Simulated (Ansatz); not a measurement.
All-electron equations of state of elemental crystals

All-electron LAPW (Ansatz 0.2.0), scalar-relativistic, no spin, Fermi–Dirac smearing 0.136 eV, k-meshes of 8 to 18 points an axis; Birch–Murnaghan fits to pressures. Some or most of these lattices are hypothetical for the element, and V0 is the minimum nearest the starting volume; lattices without a usable fit are left out; mesh and smearing are coarse, and magnetic elements are treated as non-magnetic.

```csv
element,lattice,functional,V0 (Å³/atom),B0 (GPa),B′,k-points per axis
Cr,bcc,LDA,10.85,299,4.2,16
Cr,bcc,PBE,11.56,257,4.3,16
Cr,bcc,PBEsol,11.15,281,4.2,16
Cr,diamond,LDA,15.13,123,3.9,9
Cr,diamond,PBEsol,15.78,112,3.8,9
Cr,fcc,PBE,11.92,234,4.1,15
Cr,fcc,PBEsol,11.49,256,4.1,16
Cr,sc,LDA,11.90,222,4.1,14
Cr,sc,PBE,12.82,186,4.1,14
Cr,sc,PBEsol,12.30,206,4.1,14
```

(1) Give V0 and B0 for diamond Cr in PBE.

(2) Give V0 and B0 for fcc Cr in LDA.

Results:

(1) 16.63 Å³/atom and 100.6 GPa.

(2) 11.17 Å³/atom and 272.9 GPa.
